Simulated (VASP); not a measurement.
A run of VASP 6.6.1 is set up as follows.

The input INCAR:

```
SYSTEM = KBr
ALGO     = Fast           ! electronic algorithm
EDIFF    = 1E-7           ! SCF threshold, eV
ENCUT    = 520            ! plane-wave cutoff, eV
GGA      = PE             ! functional
ISIF     = 2              ! what is computed and relaxed
ISMEAR   = 0              ! smearing method
LASPH    = .TRUE.         ! aspherical terms in the spheres
LCHARG   = .FALSE.        ! write CHGCAR
LREAL    = .FALSE.        ! projectors in reciprocal space
LWAVE    = .FALSE.        ! write WAVECAR
NBANDS   = 15             ! bands
NELM     = 60             ! most SCF steps
PREC     = Accurate       ! precision mode
SIGMA    = 0.05           ! smearing width, eV
```

Contents of KPOINTS:

```
k-points
0
G
  6 6 6
  0 0 0
```

POSCAR

```
KBr
1.0
    4.0434990000      0.0000000000      0.0000000000
    0.0000000000      4.0434990000      0.0000000000
    0.0000000000      0.0000000000      4.0434990000
K Br
1 1
Direct
    0.0000000000      0.0000000000      0.0000000000
    0.5000000000      0.5000000000      0.5000000000
```

Potentials or basis: VASP PAW PBE potentials, release 64 (K_sv, Br).

Launch:

```console
$ cat potpaw_PBE.64/K_sv/POTCAR potpaw_PBE.64/Br/POTCAR > POTCAR
$ mpirun -np 1 vasp_std > vasp.out
```

(1) What does it give for the pressure?

(2) Predict the band gap on the k mesh.

Results:

(1) 0.0 GPa.

(2) 3.86 eV, indirect (least direct gap 4.12 eV).
